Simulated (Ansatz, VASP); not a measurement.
**HgTe: VASP beside Ansatz**

```
Hg Te
1.0
    -3.06577    3.06577    1.56974
     3.06577   -3.06577    1.56974
     3.06577    3.06577   -1.56974
Hg Te
1 1
Cartesian
  0.0000 3.0658 0.7849
  0.0000 0.0000 0.0000
```

Change from the starting cell: volume scaled by 1.02.

Alike in both runs: task single point; functional PBE; k mesh 10 × 10 × 10; occupations fermi-dirac, width 0.05 eV; no spin polarisation.

|  | VASP | Ansatz |
| --- | --- | --- |
| version | VASP 6.6.1 | Ansatz 0.2.0 |
| potentials or method | VASP PAW PBE potentials, release 64 (Hg, Te) | Ansatz PAW |
| plane-wave cutoff (eV) | 520 | 420 |
| valence electrons in the cell | 18 | 36 |

VASP gave:

```
gap on the k mesh at the Fermi level (eV)       : none
pressure (GPa)                                  : -0.7
largest component of the traceless stress (GPa) : 2.75
```

Q: Which values does Ansatz return?

A: gap on the k mesh at the Fermi level (eV): none; pressure (GPa): -0.8; largest component of the traceless stress (GPa): 2.76.

A gap of «none» marks a metal or a gap that the smearing closes. The two sets of potentials don't hold the same shells in valence.

The runs have no spin-orbit coupling, so splittings on Hg, Te are missing.
